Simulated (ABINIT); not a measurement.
# Pd in ABINIT: the effect of target pressure

Pd:

```
Pd
1.0
     2.78367    0.00000    0.00000
    -1.39183    2.41072    0.00000
     0.00000    0.00000    4.62889
Pd
2
Direct
  0.33333 0.66667 0.25000
  0.66667 0.33333 0.75000
```

This isn't the form of Pd at room conditions, which is fcc.

Alike in all runs:

| Item | Value |
| --- | --- |
| Program | ABINIT 10.8.3 (patched build) |
| Task | relaxation of cell and atoms |
| Functional | PBEsol |
| Potentials or basis | JTH PAW PBE v2.0 |
| Cutoff | 599 eV |
| k mesh | 11 × 11 × 6 |
| Occupations | fermi-dirac, width 0.05 eV |
| Spin | no spin polarisation |

Each run relaxes the cell or the atoms first.

One run gave: relaxed volume 13.98 Å³/atom. Which target pressure did it use?
A. 20 GPa
B. 0 GPa
C. 10 GPa

C.

```tsv
target pressure	relaxed volume (Å³/atom)
0 GPa	14.61
10 GPa	13.98
20 GPa	13.49
```

Caveats: the PAW data sets were made with another functional, which shifts forces and pressure a little; the atomic spheres overlap (some runs).
